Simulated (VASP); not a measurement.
Sb: relaxation of the atoms with PBE+D3(BJ)

Crystal: Sb.

```
Sb
1.0
     2.18061    1.25898    3.65276
    -2.18061    1.25898    3.65276
     0.00000   -2.51795    3.65276
Sb
2
Direct
  0.23180 0.23180 0.23180
  0.76820 0.76820 0.76820
```

The cell isn't the ideal one: a relaxed cell with its volume scaled by 0.98.

```yaml
Program: VASP 6.6.1
Task: relaxation of the atoms
Functional: PBE
Dispersion: D3(BJ)
Potentials_or_basis: VASP PAW PBE potentials, release 64 (Sb)
Cutoff: 520 eV
k_mesh: 3 × 3 × 3
Occupations: gaussian, width 0.02 eV
Spin: no spin polarisation
Further_INCAR_settings: ALGO = Normal; EDIFF = 1e-07; IBRION = 2; EDIFFG = -0.002; NSW = 80
```

```yaml
Energy_gained_by_relaxing: 0.4 meV/atom
Ionic_steps: 3
Pressure_after_relaxing: 1.1 GPa
Band_gap_on_the_k_mesh: 1.38 eV, indirect (least direct gap 1.40 eV)
Dispersion_energy_per_atom: -0.475 eV
```

Stress tensor (GPa, compression positive):
```
1.15 0.00 0.00
0.00 1.15 0.00
0.00 0.00 0.93
```

The path:
| step | energy change (eV) | largest force (eV/Å) | pressure (GPa) |
| --- | --- | --- | --- |
| 1 | 0.0000 | 0.0863 | 1.27 |
| 2 | -0.0005 | 0.0452 | 1.18 |
| 3 | -0.0007 | 0.0012 | 1.08 |

Final structure:
```yaml
crystal:
  lattice:
    - [2.18061, 1.25898, 3.65276]
    - [-2.18061, 1.25898, 3.65276]
    - [0.00000, -2.51795, 3.65276]
  atoms:
    - { symbol: Sb, position: [0.23260, 0.23260, 0.23260] }
    - { symbol: Sb, position: [0.76740, 0.76740, 0.76740] }
```

Levels at points of the mesh, in eV from the valence-band top:
```
           k point  band 2  band 3  band 4  band 5  band 6  band 7  band 8  band 9
(0.00, 0.00, 0.00)   -3.95   -1.17   -1.17   -0.98    2.86    3.52    3.52    5.71
```

Run time: 15 s on 1 thread of Intel(R) Xeon(R) Platinum 8488C (Sapphire Rapids), on a shared host, peak memory 0.2 GiB.

Caveat: the k mesh is coarse (spacing up to 0.59 Å⁻¹), so the values aren't converged; spin-orbit coupling is left out, which moves the levels of the heavy elements; an odd mesh through Γ misses points on the zone boundary, where band edges often lie.
